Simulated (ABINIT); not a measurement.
WS2:

```
CELL_PARAMETERS angstrom
1.57900 0.91164 6.16333
-1.57900 0.91164 6.16333
0.00000 -1.82327 6.16333
ATOMIC_POSITIONS crystal
W 0.00000 0.00000 0.00000
S 0.58100 0.58100 0.58100
S 0.75030 0.75030 0.75030
```

Measurements of this composition are mostly on another form, of space group No. 194.

Base run:

* Program: ABINIT 10.8.3 (patched build)
* Functional: PBEsol
* Potentials or basis: PseudoDojo NC SR PBEsol v0.4.1 standard
* Cutoff: 1007 eV
* k mesh: 10 × 10 × 10
* Occupations: fermi-dirac, width 0.05 eV
* Spin: no spin polarisation

Its results: band gap on the k mesh 1.02 eV, indirect (least direct gap 2.23 eV); pressure -0.6 GPa; largest force 0.599 eV/Å.

Question: The run is repeated on the same cell with these changes: functional from PBEsol to LDA; potentials or basis from PseudoDojo NC SR PBEsol v0.4.1 standard to JTH PAW LDA v2.0; cutoff from 1007 eV to 544 eV. What comes out?

Answer: Band gap on the k mesh 0.99 eV, indirect (least direct gap 2.22 eV); pressure -3.8 GPa; largest force 0.582 eV/Å.

Caveats: spin-orbit coupling is left out, which moves the levels of the heavy elements.

A k mesh can miss the band edges.

Not every run made on this cell is shown here.
